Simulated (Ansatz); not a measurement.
# A hole started on a pair of Cl atoms pulled together in KCl (Fm-3m), part 2 of 3

Question: is an added hole in KCl (Fm-3m) a free carrier or a small polaron? The trial puts it on a pair of Cl atoms pulled together. The model is a cell of 128 host atoms; several levels of theory are compared, with their cost.

Ansatz 0.2.0; plane-wave PAW DFT, PBE0 form with 0.42 exact exchange; relaxation of all atoms of a supercell at fixed charge in a uniform background; PAW set soft_1.

So far. Step 2 (Relaxation with the hole, PBE0 (α = 0.42)): Largest moments: 0.42 μB on Cl52, 0.42 μB on Cl20 and 0.00 μB on K59. The sizes of the moments in the atoms' spheres add to about 0.9 μB, shared by 2.0 atoms in effect, 99 % of it within 3.2 Å of the largest: the carrier is localised at or next to the trial site.

In doubt: the hybrid run may have settled on a false gap or state (in some of the runs), so the values of those runs are not to be relied on; a hybrid run on one k-point (step 4), which bears on gaps, levels and energies.

### 3. The states that it is compared with

Its energy has a meaning only beside the cell without the carrier and the carrier left in the undistorted cell, under the same functional.

Times on 1 × NVIDIA H100 80GB HBM3 with 10 threads of AMD EPYC 7R13 (Zen 3), shared host:

| charge | start | kind | largest moment on one atom (μB) | time |
| --- | --- | --- | --- | --- |
| 0 | ideal sites | relaxation | - | 21 s |
| +1 | ideal sites | single point, state in doubt | 0.02 | 78 s |

Distances from Cl52, which holds the largest moment, without and with the hole:

| atom | without (Å) | with (Å) | change (Å) |
| --- | --- | --- | --- |
| Cl20 | 4.41 | 2.62 | -1.79 |
| K59 | 3.12 | 3.02 | -0.10 |
| K53 | 3.12 | 3.03 | -0.09 |
| K61 | 3.12 | 3.29 | 0.17 |
| K83 | 3.12 | 3.29 | 0.17 |
| K91 | 3.12 | 3.93 | 0.81 |
| K85 | 3.12 | 3.93 | 0.81 |

The hole binds Cl52 and Cl20 into a pair, 4.41 Å apart without it and 2.62 Å with it.

### 4. States in the gap, PBE0 (α = 0.42)

A single point on the relaxed atoms asks for the levels and how far each is spread.

Contents of qp1_M1_trap.hyb/input.yaml:

```yaml
crystal:
  checkpoint: "../qp1_M1_trap.hrelax.run"
  host: checkpoint
total_charge: 1
basis:
  ecutwfc: 420
  xc_grid: 2
hamiltonian:
  xc: { preset: pbe0, exx: 0.42 }
  pseudopotentials: { kind: paw, azcp: { folder: soft_1 } }
kpoints:
  mp_grid: { grid: [1, 1, 1] }
magnetization:
  spin_polarized: true
  initial_magnetization: 1
  spin_locking: { lock_magnetization: hard }
scf:
  occupations: { method: fixed }
  max_iter: 80
output:
  forces: true
  charged_corrections:
    epsilon: 2.38
    static_epsilon: 5.25
    defect_position: [0.25, 0.625, 0.375]
  eigenvalues: true
  eigenstates: { localisation: true }
  populations: true
  efg: {}
  write_density: true
  write_potential: true
  volumetric_format: npy
checkpoint:
  read: "../qp1_M1_trap.hrelax.run"
  write: "../qp1_M1_trap.hyb.run"
  compress: false
  write_wavefunctions: true
  write_every: 100000
```

Command:

```console
ansatz run input.yaml --threads 10 --pin off --max-ram 65945MiB --backend cuda --events-out ev --progress --plain --runs-dir out
```

Numbers of over 12 decimals in the logs are rounded to 6 here.

Output:

```text
[...]
crystal.checkpoint: the structure is that of <dir>, a `relax` run, at its step 7: its result, under {"exchange":"pbe","correlation":"pbe","exx":{"coeff":0.42,"omega":null}} at a charge of 1 e; 128 atoms read, 2 with a starting moment; [...]
[...]
GPU FFT provider: cuFFT
GPU libraries: cuBLAS 13.8.2, cuFFT 12.4.0, cuSOLVER 12.3.4
Crystal: 128 atoms, lattice volume = 3893.355 Å³
Basis set: ecut = 420 eV, 76321 PW (Γ), exchange–correlation on 240×240×240 points (8 copies of the dense FFT grid, shifted against one another)
Bands: 640, of which v1, the nominal top of the filled ones, is band 512 counted from 1 (511 counted from 0)
Symmetry: 1 space group operations
[...]
k-points: 1
[...]
Stability of the state it starts from, as read at its close in the collinear treatment: not read, because the functional holds exact exchange (a hybrid, or Hartree-Fock), whose exchange loop this test does not read (fock_operator); its run was given moments
[...]
GPU buffer pool allocated for 1728000 grid points (all kernels)
[...]
Frozen-core exchange: fock
[...]
SCF iter   2: F=-167986.806304 eV  HF=-167986.806304 eV  |F-HF|=3.78e-10  |Δ(HF+E_count)|=  8.15e-10  Δρ=2.98e-7 (↑2.97e-7 ↓2.98e-7)  dr2=1.86e-9  dr2_m=2.82e-10  M=1.000 μB ∫|m|=1.130 μB  ethr=1.03e-11 (applied; sched 1.00e-12)  ⟨swp⟩=9.5  Hψ=2880  notcnv=0
SCF 1 converged in 2 iterations: F = -167986.806304 eV  dr2 = 1.86e-9
[...]
hybrid outer 1: dexx = +2.888e-10 eV, tail = 5.00e-9 eV
[...]
atom  52  Cl V_zz =   +27.418044   η = 0.0223   by run symmetry: allowed
[...]
atom  53  K  V_zz =    +0.357717   η = 0.2497   by run symmetry: allowed
[...]
atom  59  K  V_zz =    +0.357704   η = 0.2611   by run symmetry: allowed
[...]
atom  61  K  V_zz =    +0.938422   η = 0.1208   by run symmetry: allowed
[...]
atom  83  K  V_zz =    +0.938839   η = 0.1207   by run symmetry: allowed
[...]
--- Charged-cell corrections in eV (Makov–Payne, q = +1.000 e, ε = 2.380 of the electrons, 5.250 with the ions) ---
[...]
E_corr1          = +0.555405  (monopole, q²α_M/2εL)
  F Makov-Payne    = n/a  (the rows are of the electrons' constant alone; ansatz place-levels tells what screens the charge)
[...]
--- Band table (eV) ---
[...]
--- Löwdin populations: 128 sites ---
  site symbol       q [e]    m [muB]
     0      K      8.2180    -0.0000
     1     Cl      7.7336    -0.0000
  [... 17 atoms left out ...]
    19     Cl      7.3428     0.4983
  [... 1 atom left out ...]
    21     Cl      7.7354    -0.0002
  [... 5 atoms left out ...]
    27     Cl      7.7354    -0.0002
    28      K      8.2150     0.0004
  [... 21 atoms left out ...]
    50      K      8.2150     0.0004
    51     Cl      7.3427     0.4983
    52      K      8.2189    -0.0018
  [... 5 atoms left out ...]
    58      K      8.2189    -0.0018
  [... 1 atom left out ...]
    60      K      8.2150     0.0004
  [... 21 atoms left out ...]
    82      K      8.2150     0.0004
  [... 45 atoms left out ...]
  spilling = 0.002911 (of n_electrons = 1023.000000)
[key lines of the parts left out:]
Magnetization: 1.0000 μB (512.0000 up, 511.0000 down)
Free energy (F): -167986.806304 eV
Fermi energy:    -1.302192 (↑ -1.302192, ↓ -1.302277) eV
```

Wall time 54 s (1 × NVIDIA H100 80GB HBM3 with 10 threads of AMD EPYC 7R13 (Zen 3), shared host); peak memory 4.4 GiB.

Reading the cycles: dr2 is the Hartree energy of the density residual (eV), the measure of convergence; HF is the Harris–Foulkes estimate of the energy, which meets the free energy F at convergence.

States next to the filling edge at the first k-point, on the run's own zero (eigenstates.tsv). The participation number counts the atoms that a state is spread over, of 128; bands count from 0.

| spin | band | energy (eV) | occupation | participation | largest share on | share |
| --- | --- | --- | --- | --- | --- | --- |
| down | 505 | -1.432 | 1.00 | 39.6 | Cl6 | 0.04 |
| down | 506 | -1.428 | 1.00 | 28.5 | Cl128 | 0.06 |
| down | 507 | -1.415 | 1.00 | 23.9 | Cl128 | 0.07 |
| down | 508 | -1.308 | 1.00 | 58.1 | Cl8 | 0.03 |
| down | 509 | -1.303 | 1.00 | 53.9 | Cl128 | 0.03 |
| down | 510 | -1.302 | 1.00 | 57.9 | Cl10 | 0.03 |
| down | 511 | 2.780 | 0.00 | 2.2 | Cl20 | 0.47 |
| down | 512 | 7.370 | 0.00 | 111.1 | K21 | 0.02 |
| down | 513 | 8.411 | 0.00 | 38.9 | Cl20 | 0.07 |
| down | 514 | 8.447 | 0.00 | 30.6 | K85 | 0.06 |
| down | 515 | 8.672 | 0.00 | 67.9 | K53 | 0.03 |
| up | 506 | -1.432 | 1.00 | 39.5 | Cl6 | 0.04 |
| up | 507 | -1.428 | 1.00 | 28.5 | Cl128 | 0.06 |
| up | 508 | -1.415 | 1.00 | 23.9 | Cl128 | 0.07 |
| up | 509 | -1.308 | 1.00 | 57.9 | Cl8 | 0.03 |
| up | 510 | -1.302 | 1.00 | 57.8 | Cl10 | 0.03 |
| up | 511 | -1.302 | 1.00 | 54.2 | Cl128 | 0.03 |
| up | 512 | 7.359 | 0.00 | 107.2 | Cl20 | 0.02 |
| up | 513 | 8.319 | 0.00 | 26.0 | K27 | 0.07 |
| up | 514 | 8.364 | 0.00 | 37.0 | Cl52 | 0.07 |
| up | 515 | 8.663 | 0.00 | 66.5 | K59 | 0.03 |
| up | 516 | 8.682 | 0.00 | 74.6 | K51 | 0.03 |

Under PBE0 form with 0.42 exact exchange at the zone centre alone, the highest filled state is spin up, spread over 54 of 128 atoms, and the lowest empty one, 4.08 eV above it, is spin down, spread over 2 of 128 atoms.

Valence electrons by atom (Löwdin), nearest atoms first, with the excess over far atoms of the same element, which can also hold differences between inequivalent host sites (the log counts sites from 0):

| atom | distance from the centre (Å) | electrons | excess |
| --- | --- | --- | --- |
| Cl52 | 1.31 | 7.343 | -0.391 |
| Cl20 | 1.31 | 7.343 | -0.391 |
| K53 | 2.73 | 8.219 | 0.002 |
| K59 | 2.73 | 8.219 | 0.002 |
| K29 | 3.83 | 8.215 | -0.002 |
| K61 | 3.83 | 8.215 | -0.002 |
| K51 | 3.83 | 8.215 | -0.002 |
| K83 | 3.83 | 8.215 | -0.002 |

The largest moments in the atoms' spheres: Cl52 0.42, Cl20 0.42, K59 0.00, K53 0.00, Cl84 0.00, Cl116 0.00 μB.

Contact couplings A = (2/3) μ0 ge μB gN μN ρs / (2S h), for each element's most abundant magnetic isotope:

| atom | isotope | distance from the centre (Å) | contact spin density (e/Å³) | A (MHz) |
| --- | --- | --- | --- | --- |
| Cl20 | 35Cl | 1.31 | 1.37 | 88.8 |
| Cl52 | 35Cl | 1.31 | 1.37 | 88.8 |
| K59 | 39K | 2.73 | -0.0278 | -0.9 |
| K53 | 39K | 2.73 | -0.0278 | -0.9 |
| Cl22 | 35Cl | 3.84 | -0.00302 | -0.2 |
| Cl28 | 35Cl | 3.84 | -0.00302 | -0.2 |
| Cl44 | 35Cl | 3.84 | -0.00302 | -0.2 |
| Cl50 | 35Cl | 3.85 | -0.00302 | -0.2 |
| K29 | 39K | 3.83 | -0.00362 | -0.1 |
| K51 | 39K | 3.83 | -0.00361 | -0.1 |

Spin density in the ac plane at fractional y = 0.625, through the centre, with atoms of Cl within 0.45 Å of it.

Ten even steps from '0' (0.00 e/Å³) to '9' (0.24 e/Å³), each cell a mean:
```
00000000000000000000000000000000000000000000
00000000000000000000000000000000000000000000
00000000000000000000000000000000000000000000
00000000000000000000000000000000000000000000
00000000000000000000000000000000000000000000
00000000000000000000000000000000000000000000
00000000000000000000000000000000000000000000
00000000000000000000000000000000000000000000
00000000000000000000000000000000000000000000
00000000000000000000000000000000000000000000
00000000000000000000000000000000000000000000
00000000000000000000000000000000000000000000
00000000000000000000000000000000000000000000
00001101100110010000000000000000000000000000
00002793991199397200000000000000000000000000
00000265285028537410000000000000000000000000
00000000000000000000000000000000000000000000
00000000000000000000000000000000000000000000
00000000000000000000000000000000000000000000
00000000000000000000000000000000000000000000
00000000000000000000000000000000000000000000
00000000000000000000000000000000000000000000
00000000000000000000000000000000000000000000
00000000000000000000000000000000000000000000
```
Columns run along a (17.7 Å), rows up along c (17.7 Å). Atoms in or near the plane, at fractional coordinates: Cl at (0.13, 0.13), Cl at (0.18, 0.37), Cl at (0.13, 0.63), Cl at (0.13, 0.88), Cl at (0.37, 0.12), Cl at (0.32, 0.37), Cl at (0.37, 0.62), Cl at (0.37, 0.87), Cl at (0.62, 0.13), Cl at (0.62, 0.37), Cl at (0.63, 0.62), Cl at (0.63, 0.87), Cl at (0.87, 0.13), Cl at (0.88, 0.37) and more.

Electrostatic potential energy in the ac plane at fractional y = 0.625, through the centre, with atoms of Cl within 0.45 Å of it. With pseudopotentials it is smooth inside the atoms' cores, unlike the true potential.

Values in eV, 13 rows by 16 columns, each cell a mean:
```
  7   2   6   7   7   3   6   7   7   3   6   7   7   2   6   7
  7 -18 -23   6   7 -18 -22   6   7 -17 -23   6   7 -18 -22   6
  7   6   0   7   7   6  -1   7   7   6  -1   6   7   6   0   7
  7   6   7   7   7   7   7   7   7   7   7   7   7   7   7   7
  7 -18 -14   7   7 -18 -12   7   7 -17 -14   7   7 -14 -15   7
  7   2  -9   6   7   0 -12   6   7   2 -11   6   7   2 -13   5
  6   6   7   7   6   6   6   7   7   7   7   7   7   7   7   7
  6   4 -17  -3  -9 -11   5   6   6 -14  -4   7   7 -10  -7   6
  6   6 -11 -16  -2 -22   1   6   6  -6 -18   6   7  -2 -20   5
  7   6   6   6   7   7   6   6   6   7   7   7   7   7   7   7
  7  -6   0   7   7  -4   2   7   6  -8   2   7   7  -5   2   7
  7  -9 -25   6   7 -12 -25   6   7 -13 -22   7   7 -11 -24   6
  7   7   6   7   7   7   5   7   7   7   6   7   7   7   6   7
```
Columns run along a (17.7 Å; values clipped at the 3rd and 97th percentile), rows up along c (17.7 Å). Atoms in or near the plane, at fractional coordinates: Cl at (0.13, 0.13), Cl at (0.18, 0.37), Cl at (0.13, 0.63), Cl at (0.13, 0.88), Cl at (0.37, 0.12), Cl at (0.32, 0.37), Cl at (0.37, 0.62), Cl at (0.37, 0.87), Cl at (0.62, 0.13), Cl at (0.62, 0.37), Cl at (0.63, 0.62), Cl at (0.63, 0.87), Cl at (0.87, 0.13), Cl at (0.88, 0.37) and more.

Valence density in the ac plane at fractional y = 0.625, through the centre, with atoms of Cl within 0.45 Å of it. It is the smooth field of the valence electrons, not physical close to the nuclei.

Values in e/Å³, 13 rows by 16 columns, each cell a mean:
```
0.1 0.4 0.1 0.0 0.1 0.3 0.1 0.0 0.1 0.3 0.1 0.0 0.1 0.4 0.1 0.0
0.1 1.1 1.2 0.1 0.1 1.1 1.1 0.1 0.1 1.1 1.2 0.1 0.1 1.1 1.1 0.1
0.0 0.1 0.5 0.1 0.0 0.1 0.5 0.1 0.0 0.1 0.5 0.1 0.0 0.1 0.5 0.1
0.1 0.1 0.0 0.0 0.0 0.1 0.0 0.0 0.0 0.1 0.0 0.0 0.0 0.1 0.0 0.0
0.1 1.1 0.9 0.1 0.1 1.1 0.8 0.1 0.1 1.1 0.9 0.1 0.1 1.0 0.9 0.1
0.0 0.3 0.8 0.2 0.0 0.4 0.9 0.2 0.0 0.3 0.9 0.2 0.0 0.3 0.9 0.3
0.0 0.0 0.1 0.0 0.0 0.0 0.0 0.0 0.0 0.0 0.0 0.0 0.0 0.1 0.0 0.0
0.0 0.2 1.0 0.5 0.8 0.7 0.1 0.0 0.1 1.0 0.5 0.0 0.1 0.9 0.7 0.1
0.0 0.0 0.7 1.0 0.4 1.1 0.3 0.0 0.0 0.6 1.1 0.2 0.0 0.5 1.1 0.3
0.0 0.0 0.0 0.1 0.0 0.1 0.1 0.0 0.0 0.0 0.1 0.0 0.0 0.0 0.1 0.1
0.1 0.7 0.4 0.0 0.1 0.6 0.3 0.0 0.1 0.8 0.3 0.0 0.1 0.7 0.3 0.0
0.0 0.8 1.2 0.2 0.1 0.8 1.3 0.2 0.1 0.9 1.2 0.1 0.1 0.8 1.2 0.2
0.0 0.0 0.2 0.1 0.0 0.0 0.2 0.1 0.0 0.0 0.2 0.1 0.0 0.0 0.2 0.1
```
Columns run along a (17.7 Å), rows up along c (17.7 Å). Atoms in or near the plane, at fractional coordinates: Cl at (0.13, 0.13), Cl at (0.18, 0.37), Cl at (0.13, 0.63), Cl at (0.13, 0.88), Cl at (0.37, 0.12), Cl at (0.32, 0.37), Cl at (0.37, 0.62), Cl at (0.37, 0.87), Cl at (0.62, 0.13), Cl at (0.62, 0.37), Cl at (0.63, 0.62), Cl at (0.63, 0.87), Cl at (0.87, 0.13), Cl at (0.88, 0.37) and more.

Uncorrected and at zero smearing, the relaxed cell lies 1.13 eV below the carrier in the undistorted cell.

This is not yet the binding energy: the image correction is missing, and with exact exchange at one k-point the spread carrier of the reference is itself shifted by a finite-cell term.

### 5. Placing the level against the band edges

A charged cell interacts with its images and has another zero of potential than the host, so place-levels corrects and aligns it with a run of the defect-free crystal.

Contents of levels.hyb.yaml:

```yaml
host:
  run: host.hyb.run
states: [qp1_M1_trap.hyb.run, q0_ideal.hyb.run, q0_M2_trap.hyb.run]
geometry_from:
  qp1_M1_trap.hyb.run: qp1_M1_trap.hrelax.run
  q0_ideal.hyb.run: q0_ideal.hrelax.run
  q0_M2_trap.hyb.run: q0_M2_trap.hrelax.run
chemical_potentials: {}
```

Command:

```console
ansatz place-levels levels.hyb.yaml -- --threads 10 --pin off --max-ram 65945MiB
```

Output:

```text
[...]
(+1/0) 1.033 eV above the valence edge, 7.718 eV under the conduction edge
formation energy of charge +1: -1.033 eV with the Fermi level at the valence edge
formation energy of charge 0: -0.000 eV with the Fermi level at the valence edge
  edges by {"exchange":"pbe","correlation":"pbe","exx":{"coeff":0.42,"omega":null}}, gap 8.750 eV; the host is sampled to repeats of 17.66 Å
  the defect's cells are sampled to repeats of 17.66 Å, like sampling
  charge +1: -167986.5507 eV with its correction of +0.256 eV, at epsilon 5.25, aligned at sites: +0.0038 eV, mean over 32 atomic sites at or beyond 8.83 Å from the defect at [0.2500, 0.6250, 0.3750], with +0.001871 for the charge's moments and without [...]
  charge +1: by its spins about the atoms it stands at 0.250 0.625 0.375, with an rms radius of about 1.6 Å (1.3 0.7 0.7 Å across the planes of the cell's vectors)
  charge 0: +0.000 eV for its dipole among its images, +0.000 omitted
  charge 0: states[2] (q0_M2_trap.hyb.run) stands 6.356 eV higher, with a moment of 2.00 μB against 0.00
  of the host: (host) hybrid's levels can ripple along a path where its exchange mesh is coarse, and an extremum then takes the crest, of which none of its warnings tells: converge the edges in the exchange mesh (kpoints.mp_grid)
  of states[0] (qp1_M1_trap.hyb.run): its only k-point is the zone centre, where a defect's energies can be off by tenths of an eV or more: see "From the zone centre to a mesh" in the quickstart; [...]
  of states[1] (q0_ideal.hyb.run): its only k-point is the zone centre, where a defect's energies can be off by tenths of an eV or more: see "From the zone centre to a mesh" in the quickstart
  of states[2] (q0_M2_trap.hyb.run): its only k-point is the zone centre, where a defect's energies can be off by tenths of an eV or more: see "From the zone centre to a mesh" in the quickstart; [...]
```

The job ended after 0.32 s (10 threads).

Counted from the neutral cell, this state lies 1.03 eV below a free hole at the valence top.

(Continued in part 3 of 3.)

[Logs are printed without paths, hosts, clocks, repeated set-up lines and the standing remarks that a program may print on its own settings, such as how far it seeks lower states.]

[Hosts, paths, dates, database ids (printed as entryN), source tags and the programs' standing remarks are cut or masked in the printed files.]

[For some hosts the program warned that the k-mesh of the response run may be too coarse for force constants and the static dielectric constant; such warnings are not shown here.]
